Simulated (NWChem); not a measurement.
## C3H6O (acetone): a line through the functionals

The species is C3H6O (10 atoms), meant as a singlet with charge 0. SMILES: `CC(C)=O`. The shape is that of a PBE0-D4/def2-TZVP optimisation.

The dipole moment y, in D, basis cc-pVDZ; a is the functional's share of exact exchange. Programs: NWChem 7.3.0.

```
functional  program     a  y (D)
    revPBE   NWChem     0   2.55
      TPSS   NWChem     0   2.60
     B3LYP   NWChem   0.2   2.70
      PBE0   NWChem  0.25      ?
     BHLYP   NWChem   0.5   2.90
```

Task: Fit y = c + s·a to the known rows and predict PBE0.

Result: 
1. Means of the 4 rows: a = 0.1750, y = 2.688.
2. Σ(Δa)² = 0.1675, Σ(Δa·Δy) = 0.10875, so the slope is 0.10875/0.1675 = 0.64925.
3. Intercept: 2.688 − (0.64925) × 0.1750 = 2.574. The largest residual of the fit is 0.026.
4. PBE0: 2.574 + (0.64925) × 0.25 = 2.74 D.

The run gave 2.76 D, so the prediction is off by -0.02 D, within the scatter of the fit. More exact exchange makes the molecule more polar here. The rows mix families of semi-local functionals, which the line can't see. The measured value is 2.88 D (NIST CCCBDB).
